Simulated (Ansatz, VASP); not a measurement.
**Two plane-wave programs on Al2O3**

The input INCAR:

```
SYSTEM = Al2O3
PREC = Accurate
ENCUT = 900
EDIFF = 1E-6
ISMEAR = -1
SIGMA = 0.05
LREAL = .False.
LASPH = .True.
NELM = 100
ALGO = Fast
ISIF = 2
LWAVE = .False.
LCHARG = .False.
GGA = PE
```

KPOINTS

```
regular mesh
0
Gamma
  8 8 3
  0 0 0
```

File POSCAR:

```
Al2O3
1.0
    2.8843249483      0.0000000000      0.0000000000
   -1.4421624742      2.4978986780      0.0000000000
    0.0000000000      0.0000000000      9.3367544600
Al O
2 3
Direct
    0.0000000000      0.0000000000      0.8500076700
    0.0000000000      0.0000000000      0.1499923300
    0.3333333333      0.6666666667      0.7776830800
    0.6666666667      0.3333333333      0.0000000000
    0.3333333333      0.6666666667      0.2223169200
```

The input KPOINTS_OPT:

```
path GMKGALHA,LM,KH
10
line-mode
reciprocal
 0.0000000000  0.0000000000  0.0000000000  G
 0.5000000000  0.0000000000  0.0000000000  M

 0.5000000000  0.0000000000  0.0000000000  M
 0.3333333333  0.3333333333  0.0000000000  K

 0.3333333333  0.3333333333  0.0000000000  K
 0.0000000000  0.0000000000  0.0000000000  G

 0.0000000000  0.0000000000  0.0000000000  G
 0.0000000000  0.0000000000  0.5000000000  A

 0.0000000000  0.0000000000  0.5000000000  A
 0.5000000000  0.0000000000  0.5000000000  L

 0.5000000000  0.0000000000  0.5000000000  L
 0.3333333333  0.3333333333  0.5000000000  H

 0.3333333333  0.3333333333  0.5000000000  H
 0.0000000000  0.0000000000  0.5000000000  A

 0.5000000000  0.0000000000  0.5000000000  L
 0.5000000000  0.0000000000  0.0000000000  M

 0.3333333333  0.3333333333  0.0000000000  K
 0.3333333333  0.3333333333  0.5000000000  H
```

The input input.yaml:

```yaml
crystal:
  lattice:
    - [2.8843249483, 0.0, 0.0]
    - [-1.4421624742, 2.497898678, 0.0]
    - [0.0, 0.0, 9.33675446]
  atoms:
    - { symbol: Al, position: [0.0, 0.0, 0.85000767] }
    - { symbol: Al, position: [0.0, 0.0, 0.14999233] }
    - { symbol: O, position: [0.3333333333, 0.6666666667, 0.77768308] }
    - { symbol: O, position: [0.6666666667, 0.3333333333, 0.0] }
    - { symbol: O, position: [0.3333333333, 0.6666666667, 0.22231692] }
hamiltonian:
  xc: pbe
  pseudopotentials: { kind: paw }
kpoints:
  mp_grid: { grid: [8, 8, 3] }
  band_path:
    path:
      - [[0.0, 0.0, 0.0], [0.5, 0.0, 0.0], [0.3333333333, 0.3333333333, 0.0], [0.0, 0.0, 0.0], [0.0, 0.0, 0.5], [0.5, 0.0, 0.5], [0.3333333333, 0.3333333333, 0.5], [0.0, 0.0, 0.5]]
      - [[0.5, 0.0, 0.5], [0.5, 0.0, 0.0]]
      - [[0.3333333333, 0.3333333333, 0.0], [0.3333333333, 0.3333333333, 0.5]]
    npoints: 14
scf:
  occupations: { method: fermi_dirac, width: 0.05 }
  n_extra_bands: 12
output:
  forces: true
  stress: true
  eigenvalues: true
  fatbands: false
  write_density: true
  write_potential: true
  elf: true
  volumetric_format: npy
```

Measurements of this composition are mostly on another form, of space group No. 167.

Alike in both runs: task band structure; functional PBE; k mesh 8 × 8 × 3; occupations fermi-dirac, width 0.05 eV; no spin polarisation.

```csv
,VASP,Ansatz
version,VASP 6.6.1,Ansatz 0.2.0
potentials or method,"VASP PAW PBE potentials, release 64 (Al, O)",Ansatz PAW
plane-wave cutoff (eV),900,420
valence electrons in the cell,24,24
```

Ansatz gave:

```
gap on the k mesh at the Fermi level (eV)       : 4.80
least direct gap on the mesh (eV)               : 5.03
gap along the band path (eV)                    : 4.79
pressure (GPa)                                  : 0.1
largest component of the traceless stress (GPa) : 0.04
rms of the force components (eV/Å)              : 0.022
```

Problem. Estimate VASP's values.

Solution. gap on the k mesh at the Fermi level (eV): 4.78; least direct gap on the mesh (eV): 5.01; gap along the band path (eV): 4.77; pressure (GPa): 0.1; largest component of the traceless stress (GPa): 0.15; rms of the force components (eV/Å): 0.002.

Atom by atom the forces differ by 0.020 eV/Å (rms over components).

Caveats: the pressure holds a Pulay correction of +0.5 GPa for the finite cutoff (Ansatz). Expect the measured gap to be larger: semilocal functionals such as PBE lack the derivative discontinuity.
